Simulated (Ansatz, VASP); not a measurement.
# MoS2 in VASP and in Ansatz

```
S Mo
1.0
     3.14055    0.00000    0.00000
    -1.57028    2.71980    0.00000
     0.00000    0.00000   30.04000
S Mo
2 1
Direct
  0.66667 0.33333 0.23308
  0.66667 0.33333 0.33683
  0.33333 0.66667 0.28495
```

Alike in both runs: functional PBEsol; k mesh 12 × 12 × 1; occupations gaussian, width 0.03 eV; no spin polarisation.

Ansatz relaxed the structure, and its values are those at the end. VASP's run is a single point on that final structure, the one shown.

|  | VASP | Ansatz |
| --- | --- | --- |
| version | VASP 6.6.1 | Ansatz 0.2.0 |
| potentials or method | VASP PAW PBE potentials, release 64 (S, Mo_sv) | scalar-relativistic, plane waves, PAW |
| plane-wave cutoff (eV) | 520 | 420 |
| valence electrons in the cell | 26 | 26 |

```csv
,VASP,Ansatz,Ansatz less VASP
gap on the k mesh at the Fermi level (eV),1.81,1.81,-0.005
least direct gap on the mesh (eV),1.81,1.81,-0.005
```

With one functional, cell and mesh, what is left measures potentials, basis and numerics. Ansatz warned: «slab_cell_height_set».

 Expect the measured gap to be larger: semilocal functionals such as PBEsol lack the derivative discontinuity.
